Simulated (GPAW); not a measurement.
GaN:

```xyz
2
Lattice="0.0000 2.2535 2.2535 2.2535 0.0000 2.2535 2.2535 2.2535 0.0000" Properties=species:S:1:pos:R:3 pbc="T T T"
Ga    0.0000    0.0000    0.0000
N     1.1268    1.1268    1.1268
```

The cell is a database's computed one.

Base run:

```yaml
Program: GPAW 26.7.0
Functional: PBE
Potentials_or_basis: GPAW PAW data sets (gpaw-data 1.2.1)
Cutoff: 600 eV
Basis: pw
k_mesh: 8 × 8 × 8
Occupations: fermi-dirac, width 0.05 eV
Spin: no spin polarisation
```

Its results: band gap on the k mesh 1.80 eV, direct.

Question: The run is repeated on the same cell with these changes: functional from PBE to HSE03; k mesh from 8 × 8 × 8 to 5 × 5 × 5. What comes out?

Answer: Band gap on the k mesh 3.08 eV, direct.

Several settings changed at once, so the effect can't be laid on one alone.

Caveats: some runs use coarse meshes.

